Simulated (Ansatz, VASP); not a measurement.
## LiH in VASP and in Ansatz

```
Li H
1.0
     3.18914    0.00000    0.00000
    -1.59457    2.76188    0.00000
     0.00000    0.00000    3.98923
Li H
2 2
Direct
  0.33333 0.66667 0.93749
  0.66667 0.33333 0.43749
  0.33333 0.66667 0.43751
  0.66667 0.33333 0.93751
```

Alike in both runs: task single point; functional PBE; k mesh 9 × 9 × 6; no spin polarisation.

```csv
,VASP,Ansatz
version,VASP 6.6.1,Ansatz 0.2.0
potentials or method,"VASP PAW PBE potentials, release 64 (Li_sv, H)","plane waves, PAW"
plane-wave cutoff (eV),520,420
occupations,"gaussian, width 0.01 eV",fixed
valence electrons in the cell,8,8
```

```tsv
	VASP	Ansatz	Ansatz less VASP
gap on the k mesh at the Fermi level (eV)	1.71	1.72	+0.007
```

Caveats: an odd mesh through Γ misses points on the zone boundary, where band edges often lie. PBE gaps usually lie below the measured ones, often by a third to a half.
